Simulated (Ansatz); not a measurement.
Te₂Mo at a changed volume — quadrupolar parameters

The cell is an entry of the Crystallography Open Database (COD), relaxed with PBE at fixed cell and then changed (volume scaled by 0.94, ions relaxed).

```cif
data_Te2Mo
_symmetry_space_group_name_H-M 'P6_3/mmc'
_symmetry_Int_Tables_number 194
_cell_length_a 3.4464
_cell_length_b 3.4464
_cell_length_c 13.6883
_cell_angle_alpha 90.000
_cell_angle_beta 90.000
_cell_angle_gamma 120.000
loop_
_atom_site_label
_atom_site_type_symbol
_atom_site_symmetry_multiplicity
_atom_site_Wyckoff_symbol
_atom_site_fract_x
_atom_site_fract_y
_atom_site_fract_z
Te Te 4 f 0.3333 0.6667 0.6159
Mo Mo 2 c 0.3333 0.6667 0.2500
```

One atom of each set is listed.

Computed with Ansatz: DFT, PBE, plane waves and PAW, scalar-relativistic, 420 eV cutoff, Γ-centred 14×14×3 k-points, Fermi–Dirac smearing 0.02 eV.

C_Q = eQV_zz/h, which is 24.18 MHz for Q = 1 b and V_zz = 10²¹ V/m²; η = (V_xx − V_yy)/V_zz. ν_Q = 3|C_Q|/[2I(2I − 1)].

Mo-97: I = 5/2, Q = 255.0 mb. Q values from Pyykkö, Mol. Phys. 116, 1328 (2018).

Question: Which values are expected at the nuclei?

Answer: 

```tsv
site	atoms	first shell	C_Q (MHz)	η	ν_Q (MHz)
Mo	2	6 Te at 2.71 Å	-32.7	0.00	4.91
```

An axis of threefold or higher order runs through Mo, so V_zz lies along it and η is zero.

Te has no stable isotope with a ground-state quadrupole moment in the table, so these sites are left out.

Without spin–orbit coupling the gradients at and beside Te can be off by some per cent, at some sites by more. At this changed cell the PBE pressure is 6 GPa.
